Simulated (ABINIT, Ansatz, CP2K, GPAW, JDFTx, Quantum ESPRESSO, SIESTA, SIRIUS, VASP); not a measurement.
## One calculation of Se, 9 ways

```xyz
3
Lattice="4.3662 0.0000 0.0000 -2.1831 3.7812 0.0000 0.0000 0.0000 4.9536" Properties=species:S:1:pos:R:3 pbc="T T T"
Se    1.6910    2.9289    0.0000
Se   -0.4921    0.8523    3.3024
Se    0.9841    0.0000    1.6512
```

Alike in all runs: task single point; functional PBEsol; k mesh 7 × 7 × 6; occupations fermi-dirac, width 0.05 eV; no spin polarisation; no spin-orbit coupling. Pressure is positive in compression and, in plane waves, holds the error of the finite cutoff.

```
                                                                                      program and potentials  plane-wave cutoff (eV)                                                                          notes  pressure (GPa)  largest force (eV/Å)
                                                                           Quantum ESPRESSO, GBRV 1.5 PBEsol                     612                                         6 valence electrons an atom on average            0.17                 0.296
                                              SIRIUS, PseudoDojo 0.4.1 PBEsol standard (scalar relativistic)                    1177                                        16 valence electrons an atom on average            0.19                 0.307
                                                           GPAW, PAW data sets generated for this functional                     600                                         6 valence electrons an atom on average            0.21                 0.310
SIESTA, files PseudoDojo sr-pbesol-0.4.1-standard, DZP (energy shift 0.003 Ry; two zetas on semicore shells)                       -                          atomic basis; 16 valence electrons an atom on average            4.38                 1.508
                                                                              VASP, PBE PAW files Se, 520 eV                     520                potentials made for PBE; 6 valence electrons an atom on average            0.36                 0.333
                                                CP2K, POTENTIAL_UZH Se GTH-PBE-q6; TZVP-MOLOPT-PBE-GTH basis                       -  atomic basis; potentials made for PBE; 6 valence electrons an atom on average            1.94                 0.738
                                              JDFTx, PseudoDojo-SR-PBEsol-0.4.1-standard with smoothed tails                    1170                                        16 valence electrons an atom on average            0.19                 0.307
                                                             ABINIT, PseudoDojo NC SR PBEsol v0.4.1 standard                    1170                                        16 valence electrons an atom on average            0.19                 0.307
                                                              Ansatz, all-electron LAPW, scalar-relativistic                       -                                                                              -            0.16                 0.283
```

Force on atom 1 (Se), eV/Å:

| program and potentials | x | y | z |
| --- | --- | --- | --- |
| Quantum ESPRESSO, GBRV 1.5 PBEsol | -0.148 | -0.257 | 0.000 |
| SIRIUS, PseudoDojo 0.4.1 PBEsol standard (scalar relativistic) | -0.154 | -0.266 | 0.000 |
| GPAW, PAW data sets generated for this functional | -0.155 | -0.269 | 0.000 |
| SIESTA, files PseudoDojo sr-pbesol-0.4.1-standard, DZP (energy shift 0.003 Ry; two zetas on semicore shells) | -0.754 | -1.306 | 0.000 |
| VASP, PBE PAW files Se, 520 eV | -0.167 | -0.288 | 0.000 |
| CP2K, POTENTIAL_UZH Se GTH-PBE-q6; TZVP-MOLOPT-PBE-GTH basis | -0.369 | -0.639 | 0.000 |
| JDFTx, PseudoDojo-SR-PBEsol-0.4.1-standard with smoothed tails | -0.153 | -0.266 | 0.000 |
| ABINIT, PseudoDojo NC SR PBEsol v0.4.1 standard | -0.154 | -0.266 | 0.000 |
| Ansatz, all-electron LAPW, scalar-relativistic | -0.141 | -0.245 | 0.000 |

The pressure spans 0.16 (Ansatz, all-electron LAPW, scalar-relativistic) to 4.38 GPa (SIESTA, files PseudoDojo sr-pbesol-0.4.1-standard, DZP (energy shift 0.003 Ry; two zetas on semicore shells)), with all-electron results at 0.16. Rows in atomic bases carry the error of their basis and grid, which can be large.

The functional is the same throughout but for its coding, so the spread measures potentials, basis and numerics; runs on potential files found faulty are left out.
